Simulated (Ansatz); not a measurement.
## Moving the pressure in Ir

The cell as given:

```
Ir
1.0
     2.75138    0.00000    0.00000
    -1.37569    2.38276    0.00000
     0.00000    0.00000    4.46229
Ir
2
Cartesian
  1.3782 0.8027 3.3391
  -0.0025 1.5801 1.1232
```

This isn't the form of Ir at room conditions, which is fcc.

Kept alike: task relaxation of cell and atoms; functional LDA; k mesh 11 × 11 × 6; occupations fermi-dirac, width 0.05 eV; no spin polarisation. Program: Ansatz, Ansatz PAW, cutoff 420 eV. The mesh is that of the run's cell of 2 atoms. No spin-orbit coupling.

| pressure, P (GPa) | volume (Å³/atom) | first edge of the run's cell (Å) | third edge of the run's cell (Å) |
| --- | --- | --- | --- |
| 0 | 13.907 | 2.706 | 4.386 |
| 2 | 13.839 | 2.701 | 4.380 |
| 5 | 13.740 | 2.695 | 4.370 |

For a metal such a mesh leaves the last digits unconverged. The runs follow the start's structure, whether or not it is the stable one at these pressures. P is the pressure aimed at, which the runs meet within some hundredths to tenths of a GPa. All rows use potentials made for PBE.

The volume falls from 13.907 to 13.740 Å³/atom between 0 and 5 GPa. The first edge of the run's cell falls from 2.706 to 2.695 Å between 0 and 5 GPa. The third edge of the run's cell falls from 4.386 to 4.370 Å between 0 and 5 GPa.
